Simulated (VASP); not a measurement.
# B (Im-3m) in VASP: a series of runs

One crystal, B, is run at these levels: PBE; tasks: single point, relaxation of cell and atoms.

Everything below comes from runs of VASP 6.6.1. Logs are shortened: lines on timing, memory, paths and dates and some standing lists are left out, and cuts for length are marked.

## 1. The structure

The structure is cubic, space group Im-3m (No. 229). The conventional cell has a = 4.936 Å, b = 4.936 Å, c = 4.936 Å, α = 90.00°, β = 90.00°, γ = 90.00°. B (site symmetry -4m2) is surrounded by 4 B at 1.75 Å.

The cell was built by a generator and needn't be a form met in nature.

## 2. Single point, PBE

INCAR

```
  PREC = Accurate
  ENCUT = 520
  EDIFF = 1E-7
  ISMEAR = 0
  SIGMA = 0.1
  LREAL = F
  LASPH = T
  NELM = 100
  ALGO = Normal
  ISIF = 2
  LWAVE = F
  LCHARG = F
  GGA = PE
  NBANDS = 18
```

KPOINTS

```
Automatic mesh
0
Gamma
  12 12 12
```

POSCAR

```
B
1.0
   -2.4681681418      2.4681681418      2.4681681418
    2.4681681418     -2.4681681418      2.4681681418
    2.4681681418      2.4681681418     -2.4681681418
B
6
Direct
    0.5000000000      0.7500000000      0.2500000000
    0.7500000000      0.2500000000      0.5000000000
    0.7500000000      0.5000000000      0.2500000000
    0.5000000000      0.2500000000      0.7500000000
    0.2500000000      0.7500000000      0.5000000000
    0.2500000000      0.5000000000      0.7500000000
```

Potentials or basis: VASP PAW PBE potentials, release 64 (B).

Started as:

```console
$ cat potpaw_PBE.64/B/POTCAR > POTCAR
$ mpirun -np 1 vasp_std > vasp.out
```

OUTCAR:

```text
PREC = Accurate
   ENCUT = 520
   EDIFF = 1E-7
   ISMEAR = 0
   LREAL = F
   LASPH = T
   NELM = 100
   ISIF = 2
   GGA = PE

 ion  position               nearest neighbor table
   1  0.500  0.750  0.250-   3 1.75   5 1.75   6 1.75   2 1.75
   2  0.750  0.250  0.500-   3 1.75   4 1.75   6 1.75   1 1.75
   3  0.750  0.500  0.250-   1 1.75   2 1.75   4 1.75   5 1.75
   4  0.500  0.250  0.750-   2 1.75   3 1.75   6 1.75   5 1.75
   5  0.250  0.750  0.500-   1 1.75   6 1.75   4 1.75   3 1.75
   6  0.250  0.500  0.750-   1 1.75   4 1.75   5 1.75   2 1.75

  LATTYP: Found a body centered cubic cell.
 ALAT       =     4.9363362836

  Lattice vectors:

 A1 = (  -2.4681681418,   2.4681681418,   2.4681681418)
 A2 = (   2.4681681418,  -2.4681681418,   2.4681681418)
 A3 = (   2.4681681418,   2.4681681418,  -2.4681681418)

Analysis of symmetry for initial positions (statically):
=====================================================================
 Subroutine PRICEL returns:
 Original cell was already a primitive cell.

 Routine SETGRP: Setting up the symmetry group for a
 body centered cubic supercell.

 Subroutine GETGRP returns: Found 48 space group operations
 (whereof 48 operations were pure point group operations)
 out of a pool of 48 trial point group operations.

The static configuration has the point symmetry O_h .

Analysis of symmetry for dynamics (positions and initial velocities):
=====================================================================
 Subroutine PRICEL returns:
 Original cell was already a primitive cell.

 Routine SETGRP: Setting up the symmetry group for a
 body centered cubic supercell.

 Subroutine GETGRP returns: Found 48 space group operations
 (whereof 48 operations were pure point group operations)
 out of a pool of 48 trial point group operations.

The dynamic configuration has the point symmetry O_h .

 Subroutine INISYM returns: Found 48 space group operations
 (whereof 48 operations are pure point group operations),
 and found     1 'primitive' translations

----------------------------------------------------------------------------------------

                                     Primitive cell

  volume of cell :      60.1429

  direct lattice vectors                    reciprocal lattice vectors
    -2.468168142  2.468168142  2.468168142     0.000000000  0.202579391  0.202579391
     2.468168142 -2.468168142  2.468168142     0.202579391  0.000000000  0.202579391
     2.468168142  2.468168142 -2.468168142     0.202579391  0.202579391  0.000000000

  length of vectors
     4.274992623  4.274992623  4.274992623     0.286490523  0.286490523  0.286490523

  position of ions in fractional coordinates (direct lattice)
     0.500000000  0.750000000  0.250000000
     0.750000000  0.250000000  0.500000000
     0.750000000  0.500000000  0.250000000
     0.500000000  0.250000000  0.750000000
     0.250000000  0.750000000  0.500000000
     0.250000000  0.500000000  0.750000000

  ion indices of the primitive-cell ions
   primitive index   ion index
                 1           1
                 2           2
                 3           3
                 4           4
                 5           5
                 6           6

----------------------------------------------------------------------------------------

 KPOINTS: Automatic mesh

Automatic generation of k-mesh.
 Grid dimensions read from file:
 generate k-points for:   12   12   12

 Generating k-lattice:

  Cartesian coordinates                     Fractional coordinates (reciprocal lattice)
     0.000000000  0.016881616  0.016881616     0.083333333  0.000000000  0.000000000
     0.016881616  0.000000000  0.016881616     0.000000000  0.083333333  0.000000000
     0.016881616  0.016881616  0.000000000     0.000000000  0.000000000  0.083333333

  Length of vectors
     0.023874210  0.023874210  0.023874210

  Shift w.r.t. Gamma in fractional coordinates (k-lattice)
     0.000000000  0.000000000  0.000000000

 Subroutine IBZKPT returns following result:
 ===========================================

 Found     72 irreducible k-points:

 Following reciprocal coordinates:
            Coordinates               Weight
  0.000000  0.000000  0.000000      1.000000
  0.083333  0.000000  0.000000     12.000000
  0.166667  0.000000  0.000000     12.000000
  0.250000  0.000000  0.000000     12.000000
  0.333333  0.000000  0.000000     12.000000
  0.416667  0.000000  0.000000     12.000000
[... 16 lines left out ...]
  0.333333  0.083333  0.083333     24.000000
  0.416667  0.083333  0.083333     12.000000
 [... further k-points ...]
   k-points           NKPTS =     72   k-points in BZ     NKDIM =     72   number of bands    NBANDS=     18
   number of dos      NEDOS =    301   number of ions     NIONS =      6
   total plane-waves  NPLWV =  32768
   dimension x,y,z NGX =    32 NGY =   32 NGZ =   32
   dimension x,y,z NGXF=    64 NGYF=   64 NGZF=   64
   ions per type =               6
   NGX,Y,Z   is equivalent  to a cutoff of  12.44, 12.44, 12.44 a.u.
   NGXF,Y,Z  is equivalent  to a cutoff of  24.89, 24.89, 24.89 a.u.
 SYSTEM =  unknown system
   PREC   = accura    normal or accurate (medium, high low for compatibility)
   ISTART =      0    job   : 0-new  1-cont  2-samecut
   ICHARG =      2    charge: 1-file 2-atom 10-const
   ISPIN  =      1    spin polarized calculation?
   LNONCOLLINEAR =      F non collinear calculations
   LSORBIT =      F    spin-orbit coupling
   LASPH  =      T    aspherical Exc in radial PAW
   ENCUT  =  520.0 eV  38.22 Ry    6.18 a.u.   7.95  7.95  7.95*2*pi/ulx,y,z
   NELM   =    100;   NELMIN=  2; NELMDL= -5     # of ELM steps
   EDIFF  = 0.1E-06   stopping-criterion for ELM
   LREAL  =      F    real-space projection
   EDIFFG = 0.1E-05   stopping-criterion for IOM
   NSW    =      0    number of steps for IOM
   IBRION =     -1    ionic relax: 0-MD 1-quasi-New 2-CG
   NFREE  =      0    steps in history (QN), initial steepest desc. (CG)
   ISIF   =      2    stress and relaxation
   ISYM   =      2    0-nonsym 1-usesym 2-fastsym
   POTIM  = 0.5000    time-step for ionic-motion
   TEBEG  =    0.0;   TEEND  =   0.0 temperature during run
   PSTRESS=    0.0 pullay stress
   NELECT =      18.0000    total number of electrons
   NUPDOWN=      -1.0000    fix difference up-down
   EMIN   =  10.00;   EMAX   =-10.00  energy-range for DOS
   EFERMI =   0.00;   METHOD = LEGACY
   ISMEAR =     0;   SIGMA  =   0.10  broadening in eV -4-tet -1-fermi 0-gaus
   EFERMI_NEDOS =   21; number of points for ismear=-14 and -15
   IALGO  =     38    algorithm
   IMIX   =      4    mixing-type and parameters
     AMIX     =   0.40;   BMIX     =  1.00
     AMIX_MAG =   1.60;   BMIX_MAG =  1.00
  volume/ion in A,a.u.               =      10.02        67.64
  Fermi-wavevector in a.u.,A,eV,Ry     =   1.095059  2.069362 16.315489  1.199155
  Thomas-Fermi vector in A             =   2.231376
   LORBIT       =      0    0 simple, 1 ext, 2 COOP (PROOUT), +10 PAW based schemes
   GGA     = PE    functional components
   LHFCALC =     F    Hartree Fock is set to
   AEXX    =    0.0000 exact exchange contribution
   IVDW    =     0    specifies the selected vdW correction
   LEPSILON=     F    determine dielectric tensor
   LRPA    =     F    only Hartree local field effects (RPA)
 non-spin polarized calculation
 Gauss-broadening in eV      SIGMA  =   0.10
  energy-cutoff  :      520.00
  volume of cell :       60.14
 maximum number of plane-waves:      1638
   NGX = 15   NGY = 15   NGZ = 15

 number of electron      17.9999999 magnetization

 Free energy of the ion-electron system (eV)
  ---------------------------------------------------
  ext. energy  EPLUGINS =         0.00000000
  ---------------------------------------------------
  free energy    TOTEN  =       -34.07528233 eV

  energy without entropy =      -34.06249165  energy(sigma->0) =      -34.06888699

 E-fermi :   2.5074     XC(G=0):  -9.9352

 val. band max:        2.4955327768   @ k =   0.2500   0.2500   0.2500
 cond. band min:       2.5113062062   @ k =   0.5000   0.5000   0.5000
 fundamental gap:      0.0157734294
 Fermi energy:         2.5073537216

 k-point     1 :       0.0000    0.0000    0.0000
  band No.  band energies     occupation
      1     -10.1894      2.00000
      2      -4.1763      2.00000
      3      -4.1763      2.00000
      4      -1.6021      2.00000
      5      -1.6021      2.00000
      6      -1.6021      2.00000
[... 10 lines left out ...]
     17      15.7200      0.00000
     18      15.7206      0.00000

 k-point     2 :       0.0833    0.0000    0.0000
  band No.  band energies     occupation
      1     -10.1302      2.00000
      2      -4.4109      2.00000
      3      -4.2634      2.00000
      4      -1.7640      2.00000
      5      -1.5113      2.00000
      6      -1.4622      2.00000
[... 10 lines left out ...]
     17      15.7702      0.00000
     18      15.8521      0.00000

 k-point     3 :       0.1667    0.0000    0.0000
  band No.  band energies     occupation
      1      -9.9538      2.00000
      2      -4.9905      2.00000
      3      -4.4686      2.00000
      4      -2.1006      2.00000
      5      -1.3347      2.00000
      6      -1.1013      2.00000
[... 10 lines left out ...]
     17      15.3750      0.00000
     18      15.5744      0.00000

 k-point     4 :       0.2500    0.0000    0.0000
  band No.  band energies     occupation
      1      -9.6646      2.00000
      2      -5.7248      2.00000
      3      -4.6991      2.00000
      4      -2.4376      2.00000
      5      -1.1986      2.00000
      6      -0.6221      2.00000
[... 375 lines left out ...]
      4      -1.9045      2.00000
      5      -1.6635      2.00000
      6      -0.5205      2.00000
[... 10 lines left out ...]
     17      12.9210      0.00000
     18      13.6704      0.00000

 k-point    23 :       0.3333    0.0833    0.0833
  band No.  band energies     occupation
      1      -8.7050      2.00000
      2      -7.1516      2.00000
      3      -5.6318      2.00000
      4      -2.0554      2.00000
      5      -1.8889      2.00000
      6      -0.2145      2.00000
[... 10 lines left out ...]
     17      12.2262      0.00000
     18      13.9959      0.00000

 k-point    24 :       0.4167    0.0833    0.0833
  band No.  band energies     occupation
      1      -8.3944      2.00000
      2      -7.5406      2.00000
      3      -5.6793      2.00000
      4      -2.1067      2.00000
      5      -1.9643      2.00000
      6      -0.0922      2.00000
[... 10 lines left out ...]
     17      11.8665      0.00000
     18      13.6027      0.00000

 [... further k-points ...]
[... 5 lines left out ...]
  --------------------------------------------------------------------------------------
  -------------------------------------------------------------------------------------
  Total        0.0028402      0.0028402      0.0028402      0.0000000      0.0000000      0.0000000
  in kB        0.0756603      0.0756603      0.0756603      0.0000000      0.0000000      0.0000000
  external PRESSURE =       0.0756603 kB  Pullay stress =       0.0000000 kB

 VOLUME and BASIS-vectors are now :
 -----------------------------------------------------------------------------
  energy-cutoff  :      520.00
  volume of cell :       60.14
      direct lattice vectors                 reciprocal lattice vectors
    -2.468168142  2.468168142  2.468168142     0.000000000  0.202579391  0.202579391
     2.468168142 -2.468168142  2.468168142     0.202579391  0.000000000  0.202579391
     2.468168142  2.468168142 -2.468168142     0.202579391  0.202579391  0.000000000

 POSITION                                       TOTAL-FORCE (eV/Angst)
 -----------------------------------------------------------------------------------
      1.23408     -0.00000      2.46817         0.000000      0.000000      0.000000
     -0.00000      2.46817      1.23408        -0.000000     -0.000000      0.000000
     -0.00000      1.23408      2.46817         0.000000      0.000000     -0.000000
      1.23408      2.46817      0.00000         0.000000      0.000000      0.000000
      2.46817     -0.00000      1.23408        -0.000000     -0.000000     -0.000000
      2.46817      1.23408      0.00000         0.000000      0.000000     -0.000000
 -----------------------------------------------------------------------------------
    total drift:                               -0.000000     -0.000000      0.000000

  FREE ENERGIE OF THE ION-ELECTRON SYSTEM (eV)
  ---------------------------------------------------
  free  energy   TOTEN  =       -34.0752823256 eV

  energy  without entropy=      -34.0624916500  energy(sigma->0) =      -34.06888699
```

Wall time 19 s (1 thread of Intel Xeon 6975P-C (Granite Rapids), shared host); peak memory 0.19 GiB.

Results:

```yaml
Free_energy: -34.0753 eV
Pressure: 0.0 GPa
Band_gap_on_the_k_mesh: none (metal or under the smearing width)
```

Levels at points of the mesh, in eV from the Fermi level:
```csv
k point,band 5,band 6,band 7,band 8,band 9,band 10,band 11,band 12,band 13,band 14
"(0.00, 0.00, 0.00)",-4.11,-4.11,-1.93,-1.93,-1.93,-0.52,-0.52,-0.52,6.96,6.96
"(0.50, 0.00, 0.00)",-3.65,-3.51,-1.87,-1.66,-1.07,0.41,1.03,2.17,7.14,7.26
"(0.50, 0.50, 0.50)",-6.98,-6.27,0.00,0.00,0.00,3.52,3.52,3.52,6.81,6.86
```

## 3. Relaxation of cell and atoms, PBE

INCAR

```
PREC = Accurate
ENCUT = 600
EDIFF = 1E-6
ISMEAR = 0
SIGMA = 0.1
LREAL = False
LASPH = True
NELM = 100
ALGO = Fast
ISIF = 3
LWAVE = False
LCHARG = False
GGA = PE
IBRION = 2
NSW = 100
EDIFFG = -0.01
```

KPOINTS is that of step 2.

POSCAR: that of step 2 with these lines changed.

```diff
@@ -2,5 +2,5 @@
 1.0
-   -2.4681681418      2.4681681418      2.4681681418
-    2.4681681418     -2.4681681418      2.4681681418
-    2.4681681418      2.4681681418     -2.4681681418
+   -2.4679692581      2.4679692581      2.4679692581
+    2.4679692581     -2.4679692581      2.4679692581
+    2.4679692581      2.4679692581     -2.4679692581
 B
```

Potentials or basis: VASP PAW PBE potentials, release 64 (B).

Started as:

```console
$ cat potpaw_PBE.64/B/POTCAR > POTCAR
$ mpirun -np 1 vasp_std > vasp.out
```

Run time: 25 s. Hardware: 1 thread of Intel Xeon 6975P-C (Granite Rapids), shared host; peak memory 0.22 GiB.

It converged, with:

| Quantity | Value |
| --- | --- |
| Free energy | -34.0797 eV |
| Pressure after relaxing | 0.0 GPa |
| Band gap on the k mesh | none (metal or under the smearing width) |

Final structure:
```
CELL_PARAMETERS angstrom
-2.46797 2.46797 2.46797
2.46797 -2.46797 2.46797
2.46797 2.46797 -2.46797
ATOMIC_POSITIONS crystal
B 0.50000 0.75000 0.25000
B 0.75000 0.25000 0.50000
B 0.75000 0.50000 0.25000
B 0.50000 0.25000 0.75000
B 0.25000 0.75000 0.50000
B 0.25000 0.50000 0.75000
```

Levels at points of the mesh, in eV from the Fermi level:
| k point | band 7 | band 8 | band 9 | band 10 | band 11 | band 12 |
| --- | --- | --- | --- | --- | --- | --- |
| (0.00, 0.00, 0.00) | -1.93 | -1.93 | -1.93 | -0.52 | -0.52 | -0.52 |
| (0.50, 0.00, 0.00) | -1.87 | -1.66 | -1.07 | 0.41 | 1.03 | 2.17 |
| (0.50, 0.50, 0.50) | 0.00 | 0.00 | 0.00 | 3.52 | 3.52 | 3.52 |

Caveat: the relaxation stopped at its first step, so nothing moved.

(Part 1 of 2 ends here.)
